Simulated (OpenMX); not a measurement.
Crystal: ZrB2.

```
Zr B
1.0
     3.17000    0.00000    0.00000
    -1.58500    2.74530    0.00000
     0.00000    0.00000    3.53300
Zr B
1 2
Direct
  0.00000 0.00000 0.00000
  0.66667 0.33333 0.50000
  0.33333 0.66667 0.50000
```

Base run:

```yaml
Program: OpenMX 3.8.5
Functional: PBE
Potentials_or_basis: OpenMX 2013 PBE set, Zr7.0-s3p2d2f1, B7.0-s3p2d2, grid cutoff 400 Ry
k_mesh: 11 × 11 × 9
Occupations: fermi-dirac, width 0.05 eV
Spin: no spin polarisation
```

Its results: pressure 0.8 GPa; largest force 0.007 eV/Å.

Problem. The run is repeated on the same cell with these changes: functional from PBE to LDA; potentials or basis from OpenMX 2013 PBE set, Zr7.0-s3p2d2f1, B7.0-s3p2d2, grid cutoff 400 Ry to OpenMX 2013 LDA set, Zr7.0-s3p2d2, B7.0-s2p2d1, grid cutoff 400 Ry. What comes out?

Solution. Pressure -7.3 GPa; largest force 0.008 eV/Å.

Caveats: the basis of atomic orbitals isn't converged, which shifts pressures, moduli and gaps.

Not every run made on this cell is shown here.
